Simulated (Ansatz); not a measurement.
# Ga: the cost of one run

Program: Ansatz 0.2.0. Level of theory: DFT PBE, scalar-relativistic. These are calculated values, not measurements.

## 1. The system as given

It takes space group Cmcm (No. 63, orthorhombic). The conventional cell has a = 2.900 Å, b = 8.130 Å, c = 3.170 Å, α = 90.00°, β = 90.00°, γ = 90.00°. Around Ga (site symmetry m2m) lie 8 Ga at 2.68 to 2.90 Å.

Coordinates:

```xyz
2
Lattice="1.4500 -4.0650 0.0000 1.4500 4.0650 0.0000 0.0000 0.0000 3.1700" Properties=species:S:1:pos:R:3 pbc="T T T"
Ga    1.4500   -2.9837    0.7925
Ga    1.4500    2.9837    2.3775
```

Atoms are numbered in the order of the input: Ga1, Ga2.

## 2. The deformed structure

Space group Cmcm before, Cmcm after.

## 3. All-electron LAPW

Contents of input.yaml:

```yaml
crystal:
  lattice:
    - [1.4935, -4.18695, 0.0]
    - [1.4935, 4.18695, 0.0]
    - [0.0, 0.0, 3.17]
  atoms:
    - { symbol: Ga, position: [0.867, 0.133, 0.25] }
    - { symbol: Ga, position: [0.133, 0.867, 0.75] }
kpoints:
  mp_grid: { grid: [12, 12, 10] }
  band_path:
    path:
      - [0.0, 0.0, 0.0]
      - [-0.5, 0.5, 0.0]
      - [-0.2818093587, 0.7181906413, 0.0]
      - [0.2818093587, 0.2818093587, 0.0]
      - [0.0, 0.0, 0.0]
      - [0.0, 0.0, 0.5]
      - [0.2818093587, 0.2818093587, 0.5]
      - [-0.2818093587, 0.7181906413, 0.5]
      - [-0.5, 0.5, 0.5]
    npoints: 5
scf:
  occupations: { method: fermi_dirac, width: 0.08 }
hamiltonian:
  xc: pbe
  pseudopotentials: { kind: all_electron, lapw: { basis_error: 0.001 } }
output:
  forces: true
  stress: true
  eigenvalues: true
```

The run is started by

```bash
ansatz run input.yaml --threads 1 --pin off --max-ram 3072MiB --backend cpu --events-out ev --progress --plain --runs-dir out
```

Q: Estimate wall time and peak memory on 1 thread of Intel Xeon Platinum 8488C (Sapphire Rapids), shared host.

About 36 s, with a peak of 0.68 GiB.
